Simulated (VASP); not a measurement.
# H2 in VASP: a series of runs

One molecule, H2, is run at these levels: LDA; tasks: single point, relaxation of the atoms.

All numbers are computed with VASP 6.6.1; they aren't measurements. Logs are shortened: lines on timing, memory, paths and dates and some standing lists are left out, and cuts for length are marked.

### 1 The structure

The cell holds a molecule in a box, 2 atoms: a = 10.000 Å, b = 10.300 Å, c = 10.600 Å, α = 90.00°, β = 90.00°, γ = 90.00°.

### 2 Single point, LDA

INCAR

```
SYSTEM = H
  PREC = Accurate
  ENCUT = 520
  EDIFF = 1E-6
  ISMEAR = 0
  SIGMA = 0.01
  LREAL = .False.
  LASPH = .True.
  NELM = 100
  ALGO = Fast
  ISIF = 2
  LWAVE = .False.
  LCHARG = .False.
  GGA = CA
  NBANDS = 8
```

KPOINTS

```
Automatic mesh
0
Gamma
  1 1 1
  0 0 0
```

POSCAR

```
H
1.0
   10.0000000000      0.0000000000      0.0000000000
    0.0000000000     10.3000000000      0.0000000000
    0.0000000000      0.0000000000     10.6000000000
H
2
Direct
    0.5000000000      0.4854368932      0.4355962357
    0.5000000000      0.4854368932      0.5077999907
```

Potentials or basis: VASP PAW LDA potentials, release 64 (H).

Launch:

```bash
$ cat potpaw_LDA.64/H/POTCAR > POTCAR
$ mpirun -np 1 vasp_gam > vasp.out
```

OUTCAR:

```text
SYSTEM = H
   PREC = Accurate
   ENCUT = 520
   EDIFF = 1E-6
   ISMEAR = 0
   LREAL = .False.
   LASPH = .True.
   NELM = 100
   ISIF = 2
   GGA = CA

 ion  position               nearest neighbor table
   1  0.500  0.485  0.436-   2 0.77
   2  0.500  0.485  0.508-   1 0.77

  LATTYP: Found a simple orthorhombic cell.
 ALAT       =    10.0000000000
 B/A-ratio  =     1.0300000000
 C/A-ratio  =     1.0600000000

  Lattice vectors:

 A1 = (  10.0000000000,   0.0000000000,   0.0000000000)
 A2 = (   0.0000000000,  10.3000000000,   0.0000000000)
 A3 = (   0.0000000000,   0.0000000000,  10.6000000000)

Analysis of symmetry for initial positions (statically):
=====================================================================
 Subroutine PRICEL returns:
 Original cell was already a primitive cell.

 Routine SETGRP: Setting up the symmetry group for a
 simple orthorhombic supercell.

 Subroutine GETGRP returns: Found  8 space group operations
 (whereof  2 operations were pure point group operations)
 out of a pool of  8 trial point group operations.

The static configuration has the point symmetry C_1h.
 The point group associated with its full space group is D_2h.

Analysis of symmetry for dynamics (positions and initial velocities):
=====================================================================
 Subroutine PRICEL returns:
 Original cell was already a primitive cell.

 Routine SETGRP: Setting up the symmetry group for a
 simple orthorhombic supercell.

 Subroutine GETGRP returns: Found  8 space group operations
 (whereof  2 operations were pure point group operations)
 out of a pool of  8 trial point group operations.

The dynamic configuration has the point symmetry C_1h.
 The point group associated with its full space group is D_2h.

 Subroutine INISYM returns: Found  8 space group operations
 (whereof  2 operations are pure point group operations),
 and found     1 'primitive' translations

----------------------------------------------------------------------------------------

                                     Primitive cell

  volume of cell :    1091.8000

  direct lattice vectors                    reciprocal lattice vectors
    10.000000000  0.000000000  0.000000000     0.100000000  0.000000000  0.000000000
     0.000000000 10.300000000  0.000000000     0.000000000  0.097087379  0.000000000
     0.000000000  0.000000000 10.600000000     0.000000000  0.000000000  0.094339623

  length of vectors
[... 57 lines left out ...]
   NELM   =    100;   NELMIN=  2; NELMDL= -5     # of ELM steps
   EDIFF  = 0.1E-05   stopping-criterion for ELM
   LREAL  =      F    real-space projection
   EDIFFG = 0.1E-04   stopping-criterion for IOM
   NSW    =      0    number of steps for IOM
   IBRION =     -1    ionic relax: 0-MD 1-quasi-New 2-CG
   NFREE  =      0    steps in history (QN), initial steepest desc. (CG)
   ISIF   =      2    stress and relaxation
   ISYM   =      2    0-nonsym 1-usesym 2-fastsym
   POTIM  = 0.5000    time-step for ionic-motion
   TEBEG  =    0.0;   TEEND  =   0.0 temperature during run
   PSTRESS=    0.0 pullay stress
   NELECT =       2.0000    total number of electrons
   NUPDOWN=      -1.0000    fix difference up-down
   EMIN   =  10.00;   EMAX   =-10.00  energy-range for DOS
   EFERMI =   0.00;   METHOD = LEGACY
   ISMEAR =     0;   SIGMA  =   0.01  broadening in eV -4-tet -1-fermi 0-gaus
   EFERMI_NEDOS =   21; number of points for ismear=-14 and -15
   IALGO  =     68    algorithm
   IMIX   =      4    mixing-type and parameters
     AMIX     =   0.40;   BMIX     =  1.00
     AMIX_MAG =   1.60;   BMIX_MAG =  1.00
  volume/ion in A,a.u.               =     545.90      3683.92
  Fermi-wavevector in a.u.,A,eV,Ry     =   0.200311  0.378532  0.545924  0.040124
  Thomas-Fermi vector in A             =   0.954346
   LORBIT       =      0    0 simple, 1 ext, 2 COOP (PROOUT), +10 PAW based schemes
   GGA     = CA    functional components
   LHFCALC =     F    Hartree Fock is set to
   AEXX    =    0.0000 exact exchange contribution
   IVDW    =     0    specifies the selected vdW correction
   LEPSILON=     F    determine dielectric tensor
   LRPA    =     F    only Hartree local field effects (RPA)
 non-spin polarized calculation
 RMM-DIIS sequential band-by-band and
 Gauss-broadening in eV      SIGMA  =   0.01
  energy-cutoff  :      520.00
  volume of cell :     1091.80
 maximum number of plane-waves:     14695
 NGX is ok and might be reduce to    80
   NGX = 37   NGY = 39   NGZ = 39

 number of electron       2.0000001 magnetization

 Free energy of the ion-electron system (eV)
  ---------------------------------------------------
  ext. energy  EPLUGINS =         0.00000000
  ---------------------------------------------------
  free energy    TOTEN  =        -6.69840574 eV

  energy without entropy =       -6.69840574  energy(sigma->0) =       -6.69840574

 E-fermi : -10.0550     XC(G=0):  -0.3395

 val. band max:      -10.1232256767   @ k =   0.0000   0.0000   0.0000
 cond. band min:      -0.1313685481   @ k =   0.0000   0.0000   0.0000
 fundamental gap:      9.9918571286
 Fermi energy:       -10.0550452598

 k-point     1 :       0.0000    0.0000    0.0000
  band No.  band energies     occupation
      1     -10.1232      2.00000
      2      -0.1314      0.00000
      3       0.3174      0.00000
      4       0.9402      0.00000
      5       0.9985      0.00000
      6       1.2343      0.00000
      7       1.3068      0.00000
      8       1.4002      0.00000

------------------------ aborting loop because EDIFF is reached ----------------------------------------

  FORCE on cell =-STRESS in cart. coord.  units (eV):
  Direction    XX          YY          ZZ          XY          YZ          ZX
  --------------------------------------------------------------------------------------
  -------------------------------------------------------------------------------------
  Total       -0.0261900     -0.0256151     -0.0217897      0.0000000      0.0000000      0.0000000
  in kB       -0.0384329     -0.0375892     -0.0319757      0.0000000      0.0000000      0.0000000
  external PRESSURE =      -0.0359993 kB  Pullay stress =       0.0000000 kB

 VOLUME and BASIS-vectors are now :
 -----------------------------------------------------------------------------
  energy-cutoff  :      520.00
  volume of cell :     1091.80
      direct lattice vectors                 reciprocal lattice vectors
    10.000000000  0.000000000  0.000000000     0.100000000  0.000000000  0.000000000
     0.000000000 10.300000000  0.000000000     0.000000000  0.097087379  0.000000000
     0.000000000  0.000000000 10.600000000     0.000000000  0.000000000  0.094339623

 POSITION                                       TOTAL-FORCE (eV/Angst)
 -----------------------------------------------------------------------------------
      5.00000      5.00000      4.61732         0.000000      0.000000     -0.012533
      5.00000      5.00000      5.38268         0.000000      0.000000      0.012533
 -----------------------------------------------------------------------------------
    total drift:                                0.000000     -0.000004     -0.000000

  FREE ENERGIE OF THE ION-ELECTRON SYSTEM (eV)
  ---------------------------------------------------
  free  energy   TOTEN  =        -6.6984057372 eV

  energy  without entropy=       -6.6984057372  energy(sigma->0) =       -6.69840574
```

OSZICAR:

```text
N       E                     dE             d eps       ncg     rms          rms(c)
DAV:   1    -0.436426518720E+00   -0.43643E+00   -0.54719E+02    16   0.134E+02
DAV:   2    -0.731468024029E+01   -0.68783E+01   -0.68783E+01    24   0.291E+01
DAV:   3    -0.742128423909E+01   -0.10660E+00   -0.10660E+00    24   0.588E+00
[... 11 lines left out ...]
RMM:  15    -0.669836382736E+01   -0.34911E-05   -0.43122E-06    18   0.702E-03    0.279E-03
RMM:  16    -0.669840121074E+01   -0.37383E-04   -0.25218E-06    26   0.524E-03    0.970E-04
RMM:  17    -0.669840308550E+01   -0.18748E-05   -0.18739E-07    23   0.148E-03    0.984E-04
RMM:  18    -0.669840555846E+01   -0.24730E-05   -0.16043E-07    25   0.107E-03    0.431E-04
RMM:  19    -0.669840573715E+01   -0.17869E-06    0.00000E+00    21   0.333E-04
   1 F= -.66984057E+01 E0= -.66984057E+01  d E =-.365549E-22
```

stdout:

```text
POSCAR found type information on POSCAR H
 POSCAR found :  1 types and       2 ions
 scaLAPACK will be used
 LDA part: xc-table for (Slater(with rela. corr.)+CA(PZ))
 , standard interpolation
 POSCAR, INCAR and KPOINTS ok, starting setup
 FFT: planning ... GRIDC
 FFT: planning ... GRID_SOFT
 FFT: planning ... GRID
 WAVECAR not read
 entering main loop
```

Run time: 27 s. Hardware: 1 thread of Intel Xeon Platinum 8488C (Sapphire Rapids), shared host; peak memory 0.59 GiB.

Results:

```yaml
Free_energy: -6.6984 eV
Largest_force: 0.013 eV/Å
Gap_between_the_frontier_levels: 9.99 eV
```

Forces in eV/Å, atoms in the order of the input:
```
H    0.000  0.000 -0.013
H    0.000  0.000  0.013
```

Levels at points of the mesh, in eV from the valence-band top:
```
           k point  band 1  band 2  band 3  band 4
(0.00, 0.00, 0.00)    0.00    9.99   10.44   11.06
```

LDA gaps usually lie below the measured ones, often by a third to a half.

### 3 Relaxation of the atoms, LDA

INCAR

```
  PREC = Accurate
  ENCUT = 520
  EDIFF = 1E-7
  ISMEAR = 0
  SIGMA = 0.01
  LREAL = F
  LASPH = T
  NELM = 100
  ALGO = Fast
  ISIF = 2
  LWAVE = F
  LCHARG = F
  GGA = CA
  IBRION = 2
  NSW = 80
  EDIFFG = -0.002
```

KPOINTS

```
Automatic mesh
0
Gamma
  1 1 1
```

POSCAR

```
H
1.0
   10.0000000000      0.0000000000      0.0000000000
    0.0000000000     10.3000000000      0.0000000000
    0.0000000000      0.0000000000     10.6000000000
H
2
Direct
    0.5000000000      0.4854368932      0.4367924528
    0.5000000000      0.4854368932      0.5066037736
```

Potentials or basis: VASP PAW LDA potentials, release 64 (H).

Launch:

```bash
$ cat potpaw_LDA.64/H/POTCAR > POTCAR
$ mpirun -np 1 vasp_gam > vasp.out
```

Run time: 1.7 min. Hardware: 1 thread of Intel Xeon Platinum 8488C (Sapphire Rapids), shared host; peak memory 0.63 GiB.

Results (log left out):

- Free energy: -6.6984 eV
- Energy gained by relaxing: 5.6 meV/atom
- Ionic steps: 17
- Gap between the frontier levels: 10.01 eV

The path:
| step | energy change (eV) | largest force (eV/Å) | pressure (GPa) |
| --- | --- | --- | --- |
| 1 | 0.0000 | 0.9004 | 0.03 |
| 2 | 0.0419 | 1.6352 | -0.07 |
| 3 | -0.0113 | 0.0054 | 0.00 |
| 4 | -0.0113 | 0.0111 | 0.00 |
| 5 | -0.0113 | 0.0110 | 0.00 |
| 6 | -0.0113 | 0.0100 | 0.00 |
| 7 | -0.0113 | 0.0098 | 0.00 |
| 8 | -0.0113 | 0.0099 | 0.00 |
| 9 | -0.0113 | 0.0098 | 0.00 |
| 10 | -0.0113 | 0.0097 | 0.00 |
| 11 | -0.0113 | 0.0095 | 0.00 |
| 12 | -0.0113 | 0.0091 | 0.00 |
| 13 | -0.0113 | 0.0083 | 0.00 |
| 14 | -0.0113 | 0.0067 | 0.00 |
| 15 | -0.0113 | 0.0035 | 0.00 |
| 16 | -0.0113 | 0.0029 | 0.00 |
| 17 | -0.0113 | 0.0005 | 0.00 |

Final structure:
```
H
1.0
    10.00000    0.00000    0.00000
     0.00000   10.30000    0.00000
     0.00000    0.00000   10.60000
H
2
Direct
  0.50000 0.48544 0.43558
  0.50000 0.48544 0.50782
```

Levels at points of the mesh, in eV from the valence-band top:
| k point | band 1 | band 2 | band 3 | band 4 | band 5 |
| --- | --- | --- | --- | --- | --- |
| (0.00, 0.00, 0.00) | 0.00 | 10.01 | 10.44 | 11.06 | 11.12 |

A hybrid or GW would open this gap; LDA tends to underestimate it.
